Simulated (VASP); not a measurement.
The system is BaTiO3.

```
Ba Ti O
1.0
     2.90429    1.67679    2.38246
    -2.90429    1.67679    2.38246
     0.00000   -3.35358    2.38246
Ba Ti O
1 1 3
Direct
  0.99755 0.99755 0.99755
  0.48432 0.48432 0.48432
  0.50927 0.50927 0.01879
  0.01879 0.50927 0.50927
  0.50927 0.01879 0.50927
```

The cell isn't the ideal one: a relaxed cell with its volume scaled by 1.06.

- Program: VASP 6.6.1
- Task: relaxation of shape and atoms at fixed volume
- Functional: r2SCAN
- Potentials or basis: VASP PAW PBE potentials, release 64 (Ba_sv, Ti_sv, O)
- Cutoff: 600 eV
- k mesh: 9 × 9 × 7
- Occupations: gaussian, width 0.03 eV
- Spin: no spin polarisation

At the start: pressure -8.8 GPa; volume 13.92 Å³/atom.

Problem. Where does the relaxation end?

Solution. Over 8 steps the energy falls by 8.4 meV/atom; space group R3m (No. 160, to 0.05 Å).

The path:
| step | energy change (eV) | largest force (eV/Å) | pressure (GPa) |
| --- | --- | --- | --- |
| 1 | 0.0000 | 0.5984 | -8.85 |
| 2 | -0.0331 | 0.3171 | -6.96 |
| 3 | -0.0386 | 0.1141 | -5.76 |
| 4 | -0.0404 | 0.0956 | -5.64 |
| 5 | -0.0411 | 0.0750 | -5.51 |
| 6 | -0.0417 | 0.0284 | -5.56 |
| 7 | -0.0418 | 0.0157 | -5.57 |
| 8 | -0.0418 | 0.0031 | -5.51 |

Final structure:
```
Ba Ti O
1.0
     2.89848    1.67344    2.39202
    -2.89848    1.67344    2.39202
     0.00000   -3.34688    2.39202
Ba Ti O
1 1 3
Direct
  0.99378 0.99378 0.99378
  0.47724 0.47724 0.47724
  0.51085 0.51085 0.02648
  0.02648 0.51085 0.51085
  0.51085 0.02648 0.51085
```

Caveat: the PAW data sets were made with another functional, which shifts forces and pressure a little.
